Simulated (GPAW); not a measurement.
Write an ASE script for GPAW 26.7.0 that does the following.

- Task: equation of state
- Functional: LDA
- Potentials or basis: the program's PAW data sets (release 1.2.1) made for this functional
- Cutoff: 600 eV
- Basis: pw
- k mesh: 5 × 5 × 4
- Occupations: fermi-dirac, width 0.05 eV
- Spin: no spin polarisation
- Maxiter: 150
- Eos scales: [0.94, 0.96, 0.98, 1.0, 1.02, 1.04, 1.06]

HgTe:

```
Hg Te
1.0
     2.99252   -3.46693    0.00000
     2.99252    3.46693    0.00000
     0.00000    0.00000    5.79816
Hg Te
2 2
Direct
  0.65695 0.34305 0.25000
  0.34305 0.65695 0.75000
  0.21519 0.78481 0.25000
  0.78481 0.21519 0.75000
```

Measurements of this composition are mostly on another form, of space group No. 216.

The input as run:

run.py

```python
from ase import Atoms
from ase.eos import EquationOfState
from ase.io import Trajectory
from ase.units import GPa
from gpaw import GPAW, PW

atoms = Atoms(['Hg', 'Hg', 'Te', 'Te'],
              cell=[[2.992518, -3.466929, 0.0],
                    [2.992518, 3.466929, 0.0],
                    [0.0, 0.0, 5.798157]],
              scaled_positions=[[0.65695, 0.34305, 0.25],
                                [0.34305, 0.65695, 0.75],
                                [0.215191, 0.784809, 0.25],
                                [0.784809, 0.215191, 0.75]],
              pbc=True)

traj = Trajectory('eos.traj', 'w')
volumes, energies = [], []
for x in [0.94, 0.96, 0.98, 1.0, 1.02, 1.04, 1.06]:
    a = atoms.copy()
    a.set_cell(atoms.cell * x**(1 / 3), scale_atoms=True)
    calc = GPAW(mode=PW(600),
                xc='LDA',
                kpts={'size': (5, 5, 4), 'gamma': True},
                occupations={'name': 'fermi-dirac', 'width': 0.05},
                nbands=31,
                convergence={'density': 1e-05, 'energy': 1e-05},
                maxiter=150,
                txt=f'eos-{x:.2f}.txt')
    a.calc = calc
    energies.append(a.get_potential_energy(force_consistent=True))
    volumes.append(a.get_volume())
    p = -a.get_stress()[:3].mean() / GPa
    calc.write(f'eos-{x:.2f}.gpw')
    traj.write(a)
    print(f'{x:.2f} {volumes[-1]:10.4f} A^3 {energies[-1]:14.6f} eV {p:9.3f} GPa', flush=True)

v0, e0, B = EquationOfState(volumes, energies, eos='birchmurnaghan').fit()
print(f'V0 = {v0:.4f} A^3, E0 = {e0:.6f} eV, B0 = {B / GPa:.2f} GPa')
```

Potentials or basis: the program's PAW data sets (release 1.2.1) made for this functional, pw.

Launch:

```bash
$ OMP_NUM_THREADS=1 python run.py
```

Results of the run:

```yaml
Equilibrium_volume: "27.15 Å³/atom (rough: see the caveat)"
Bulk_modulus_at_fixed_shape_and_positions: 62 GPa (rough)
```

Caveat: the minimum lies outside the volumes run; the cell was scaled at fixed shape and fractional positions, which overstates the stiffness of a crystal with free parameters, most of all of layers and chains.

Run time: 7.7 min on 1 thread of Arm Neoverse V2 (shared host), peak memory 0.45 GiB.
